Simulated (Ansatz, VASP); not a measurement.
## One calculation of SnSe2, two programs

POSCAR

```
SnSe2
1.0
    3.8251493304      0.0000000000      0.0000000000
   -1.9125746652      3.3126764934      0.0000000000
    0.0000000000      0.0000000000      6.2270790464
Sn Se
1 2
Direct
    0.0000000000      0.0000000000      0.0000000000
    0.3333333333      0.6666666667      0.2530782237
    0.6666666667      0.3333333333      0.7469217763
```

File INCAR.step1:

```
PREC = Accurate
ENCUT = 520
ISMEAR = 0
SIGMA = 0.01
LREAL = F
LASPH = T
NELM = 100
NBANDS = 20
GGA = PE
ALGO = Normal
EDIFF = 1E-4
LWAVE = T
LCHARG = F
```

Contents of INCAR.step2:

```
PREC = Accurate
ENCUT = 520
EDIFF = 1E-6
ISMEAR = 0
SIGMA = 0.01
LREAL = F
LASPH = T
NELM = 100
ALGO = Normal
ISIF = 2
LWAVE = F
LCHARG = F
METAGGA = R2SCAN
LMIXTAU = T
NBANDS = 20
ISTART = 1
```

The input KPOINTS:

```
Automatic mesh
0
Gamma
  12 12 4
```

Input for Ansatz:

```yaml
crystal:
  lattice:
    - [3.8251493304, 0.0, 0.0]
    - [-1.9125746652, 3.3126764934, 0.0]
    - [0.0, 0.0, 6.2270790464]
  atoms:
    - { symbol: Sn, position: [0.0, 0.0, 0.0] }
    - { symbol: Se, position: [0.3333333333, 0.6666666667, 0.2530782237] }
    - { symbol: Se, position: [0.6666666667, 0.3333333333, 0.7469217763] }
kpoints:
  mp_grid: { grid: [12, 12, 4] }
  band_path:
    path:
      - [0.0, 0.0, 0.0]
      - [0.5, 0.0, 0.0]
      - [0.3333333333, 0.3333333333, 0.0]
      - [0.0, 0.0, 0.5]
      - [0.5, 0.0, 0.5]
      - [0.3333333333, 0.3333333333, 0.5]
      - [-0.088542, 0.171875, 0.0]
      - [0.0, 0.458333, 0.34375]
    npoints: 1
hamiltonian:
  xc: r2scan
scf:
  occupations: { method: fixed }
  n_extra_bands: 4
output:
  forces: true
  stress: true
  eigenvalues: true
```

The cell was built by a generator and needn't be a form met in nature.

Alike in both runs: task single point; functional r2SCAN; k mesh 12 × 12 × 4; no spin polarisation.

|  | VASP | Ansatz |
| --- | --- | --- |
| version | VASP 6.6.1 | Ansatz 0.2.0 |
| potentials or method | VASP PAW PBE potentials, release 64 (Sn_d, Se) | plane waves, PAW |
| plane-wave cutoff (eV) | 520 | 500 |
| occupations | gaussian, width 0.01 eV | fixed |
| valence electrons in the cell | 26 | 46 |

|  | VASP | Ansatz | Ansatz less VASP |
| --- | --- | --- | --- |
| gap on the k mesh at the Fermi level (eV) | 1.01 | 1.01 | -0.001 |
| pressure (GPa) | 1.0 | 0.9 | -0.05 |
| rms of the force components (eV/Å) | 0.007 | 0.014 | +0.0062 |

Atom by atom the forces differ by 0.006 eV/Å (rms over components). The two sets of potentials don't hold the same shells in valence.

Caveats: the PAW data sets were made with another functional, which shifts forces and pressure a little (VASP); spin-orbit coupling is left out, which moves the levels of the heavy elements. A k mesh can miss the band edges.
